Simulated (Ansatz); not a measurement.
# PbO₂: pressure against volume

PbO₂, P4_2/mnm, a = 5.082 Å, c = 3.443 Å. The structure is a COD entry; whether it is the stable form wasn't checked. Ansatz: PBE, PAW, 420 eV, Γ-centred 8×8×10 mesh on 6 atoms, Gaussian smearing 0.10 eV; no spin polarisation. Shape and atoms are relaxed at each volume; pressure is positive in compression.

```tsv
V (Å³/atom)	P (GPa)
13.041	?
13.486	13.19
13.930	7.90
14.375	3.54
14.819	0.00
15.264	-2.91
15.709	-5.13
16.301	-7.33
```

Question: Take V0 = 14.819 Å³/atom, fit the third-order Birch–Murnaghan form to the other rows, and predict the missing pressure.

Answer: With the Eulerian strain f = ½[(V0/V)^(2/3) − 1] and y = P/[3f(1 + 2f)^(5/2)], the form is the line y = B0 + 1.5 B0 (B0′ − 4) f. Rows (f, y): 0.03243, 115.9; 0.02105, 112.8; 0.01024, 109.5; -0.00977, 104.3; -0.01907, 98.8; -0.03078, 93.0. Means f = 0.0006833, y = 105.72; Σ(Δf)² = 0.003003, ΣΔfΔy = 1.055; the slope is their ratio. y = 105.5 + 351.4 f GPa, so B0 = 105.5 GPa and B0′ = 4 + 2 × (351.4)/(3 × 105.5) = 6.22. At V = 13.041, f = 0.04447, y = 121.13 and P = 20.00 GPa. The run gave 19.56 GPa, so the fit is 0.44 GPa too high, 1.6 % of the span of the series, against an rms of 0.08 GPa on the fitted rows. The row lies outside the fitted range. A fourth-order term fitted to the same rows gives P = 19.34 GPa at this row's volume (the line 20.00, the run 19.56), which recovers part of the miss.

Spin–orbit coupling is left out, which can shift energies with elements as heavy as these.

Cost: 8 runs of about 5.7 core-minutes in all, on Intel Xeon 6975P-C (Granite Rapids) (shared hosts).